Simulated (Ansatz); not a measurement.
# Understanding ZnO from first principles

**The experiment.** The Crystallography Open Database holds a measured cell of hexagonal ZnO (space group P6_3mc) at 298 K (2014, doi:10.1107/S1600576714003379): a, c = 3.249, 5.206 Å, 11.90 Å³/atom.

From “ZnCr2O4 Inclusions in ZnO Matrix Investigated by Probe-Corrected STEM-EELS”, 2019, pmc:6471317, for a ceramic of ZnO: band gap 3.22 ± 0.01 eV (direct).

The computed numbers are results of r²SCAN, scalar-relativistic (no spin polarisation) in the plane-wave PAW code Ansatz at 500 eV, Γ-centred 12×12×6 mesh, 0.05 eV Gaussian smearing. The datasets are Ansatz's generated set soft_2.

The chain of runs began from a measured cell (COD), expanded in volume.

The relaxed structure (symmetry read at 0.01 Å). Symmetry: P6_3mc, No. 186, hexagonal system. Conventional cell: a = 3.236 Å, b = 3.236 Å, c = 5.209 Å, α = 90.00°, β = 90.00°, γ = 120.00°. Zn (site symmetry 3m) is surrounded by 4 O at 1.97 to 1.98 Å. O (site symmetry 3m) has 4 Zn at 1.97 to 1.98 Å as nearest neighbours. (Neighbours are counted to 15 % beyond the shortest distance.)

Results at this level of theory:

| Quantity | Value |
| --- | --- |
| Volume | 11.81 Å³/atom |
| Band gap | 1.24 eV |
| Smallest direct gap | 1.24 eV |
| Bader charges | Zn 1.28; O -1.28 e |
| Formation energy from the elements (0 K, uncorrected) | -1.63 eV/atom |

Formal charges Zn²⁺, O²⁻ balance and leave closed shells on every ion, so a band insulator is expected, and the gap is 1.24 eV.

It is direct, 1.24 eV. Within 0.6 eV of the edges the projected states are 74 % O 2p at the top of the valence band and 61 % Zn 4s at the bottom of the conduction band. The valence edge mixes anion p with metal states, so the bond is partly covalent and the gap isn't a plain transfer from O to Zn.

**Question.** What fixes the bond lengths?

**Answer.** Shannon's ionic radii give a check on the bond lengths: Zn²⁺ with 4 neighbours 0.60 Å + O²⁻ 1.38 Å = 1.98 Å against a computed mean of 1.97 Å. Sums and bonds agree within 3 %, so ion sizes set the bond lengths.

**Question.** How ionic is it?

**Answer.** Bader charges against formal ones: Zn +1.28 (+2), O −1.28 (−2). The cations give up 64 % of the formal charge; Bader charges stay under formal ones because the anions' density reaches into the cations' basins, the more so the higher the formal charge and the softer the anion.

**Against experiment.** r²SCAN gives 3.236, 5.209 Å and 11.81 Å³/atom, −0.8 % in volume (−0.3 % in length) from the database's cell. The static lattice lacks zero-point motion and thermal expansion; that covers some of the miss, perhaps all. A measured gap of ZnO is 3.22 eV (direct; ceramic; “ZnCr2O4 Inclusions in ZnO Matrix Investigated by Probe-Corrected STEM-EELS”, 2019, pmc:6471317); the calculated 1.24 eV misses it by -1.98 eV. So large a miss can be the level of theory's own, or it may mean another phase, state or a wrong row. 4 values of this kind are on record (3.22 to 3.378 eV); this one was drawn at random among those near their median, those with a stated uncertainty first. Kohn–Sham gaps of semilocal functionals mostly fall below measured ones. Temperature and excitons aren't in the calculation.

Semilocal functionals underestimate band gaps, commonly by a third or more.
